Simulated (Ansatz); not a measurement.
C: iterations to self-consistency

Level of theory: Ansatz 0.2.0, DFT PBE, scalar-relativistic, plane waves, PAW.

```
CELL_PARAMETERS angstrom
1.22805 -2.12706 0.00000
1.22805 2.12706 0.00000
0.00000 0.00000 7.17327
ATOMIC_POSITIONS crystal
C 0.08338 0.91662 0.75314
C 0.58338 0.41662 0.24686
C 0.91662 0.08338 0.24686
C 0.41662 0.58338 0.75314
```

The plane-wave cutoff is 420 eV, the Γ-centred k-mesh is 18×18×6 and the occupation rule is Gaussian smearing, 0.1 eV. The spin treatment is unpolarised.

Each run starts from superposed atomic densities and uses the program's default quasi-Newton mixer with a history of 8, at most 120 iterations and the default threshold on the density residual; only the mixing preconditioner differs.

```json
{"mixing preconditioner": "kerker-dos", "iterations": "7", "converged": "yes", "density residual (eV) at iterations 1, 3, 5": "5.4 0.005 1.1e-05"}
{"mixing preconditioner": "ldos", "iterations": "7", "converged": "yes", "density residual (eV) at iterations 1, 3, 5": "5.4 0.002 8.7e-07"}
{"mixing preconditioner": "local-kerker", "iterations": "7", "converged": "yes", "density residual (eV) at iterations 1, 3, 5": "5.4 0.011 6.5e-06"}
{"mixing preconditioner": "resta", "iterations": "8", "converged": "yes", "density residual (eV) at iterations 1, 3, 5": "5.4 0.046 7.2e-05"}
```

This form isn't the element's structure at ambient conditions.

Cost: 4 runs of about 0.63 core-minutes in all, on Intel Xeon Platinum 8259CL (Skylake/Cascade Lake) (shared hosts).